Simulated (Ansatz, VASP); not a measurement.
Cs in VASP and in Ansatz

```
Cs
1.0
     5.36480    0.00000    0.00000
     0.00000    5.36480    0.00000
     0.00000    0.00000    5.36480
Cs
1
Direct
  0.00000 0.00000 0.00000
```

Alike in both runs: task single point; functional RPBE; k mesh 7 × 7 × 7; occupations fermi-dirac, width 0.1 eV; no spin polarisation.

|  | VASP | Ansatz |
| --- | --- | --- |
| version | VASP 6.6.1 | Ansatz 0.2.0 |
| potentials or method | VASP PAW PBE potentials, release 64 (Cs_sv) | plane waves (420 eV) with PAW, scalar-relativistic |
| plane-wave cutoff (eV) | 520 | 420 |
| valence electrons in the cell | 9 | 9 |

```tsv
	VASP	Ansatz	Ansatz less VASP
pressure (GPa)	-0.1	-0.1	0.00
```

Caveats: the PAW data sets were made with another functional, which shifts forces and pressure a little (VASP). Spin-orbit coupling is left out, which matters for the levels of Cs.
